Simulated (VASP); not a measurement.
Write the native input for VASP 6.6.1 that does the following.

| Property | Result |
| --- | --- |
| Task | single point |
| Functional | PBEsol |
| Potentials or basis | VASP PAW PBE potentials, release 64 (Ni, O) |
| Cutoff | 520 eV |
| k mesh | 12 × 12 × 12 |
| Occupations | gaussian, width 0.05 eV |
| Spin | collinear spin, typed start |
| Starting moments | [1.61, 0.0] μB |
| Dipole correction | no |
| Further INCAR settings | ALGO = Fast; EDIFF = 1e-06; NBANDS = 19 |

The structure of NiO lies in POSCAR:

```
NiO
1.0
    0.0000000000      2.2048884285      2.2048884285
    2.2048884285      0.0000000000      2.2048884285
    2.2048884285      2.2048884285      0.0000000000
Ni O
1 1
Direct
    0.0000000000      0.0000000000      0.0000000000
    0.2500000000      0.2500000000      0.2500000000
```

Measurements of this composition are mostly on another form, of space group No. 225.

One way to write it, as run:

INCAR

```
SYSTEM = NiO
ALGO = Fast
EDIFF = 1E-6
ENCUT = 520
GGA = PS
ISIF = 2
ISMEAR = 0
ISPIN = 2
LASPH = .TRUE.
LCHARG = .FALSE.
LMAXMIX = 4
LORBIT = 11
LREAL = .FALSE.
LWAVE = .FALSE.
MAGMOM = 1.61 0
NBANDS = 19
NELM = 150
PREC = Accurate
SIGMA = 0.05
```

KPOINTS

```
k-points
0
G
  12 12 12
  0 0 0
```

Potentials or basis: VASP PAW PBE potentials, release 64 (Ni, O).

Launch:

```console
$ cat potpaw_PBE.64/Ni/POTCAR potpaw_PBE.64/O/POTCAR > POTCAR
$ mpirun -np 1 vasp_std > vasp.out
```

Results of the run:

```json
{"Pressure": "-1.2 GPa", "Band gap on the k mesh": "none (metal or under the smearing width)", "Net moment": "1.72 μB per cell", "Site moments": "Ni +1.35; O +0.32 μB", "Valence electrons inside the program's atomic spheres": "Ni 9.22; O 4.96"}
```

Caveat: the PAW data sets were made with another functional, which shifts forces and pressure a little; a cell with one magnetic atom can't hold antiferromagnetic order, which such compounds often take; semilocal functionals often make such compounds metallic where correlation or magnetic order opens a gap, which also shifts bond lengths.

Run time: 25 s on 1 thread of Intel(R) Xeon(R) 6975P-C (Granite Rapids), on a shared host, peak memory 0.17 GiB.
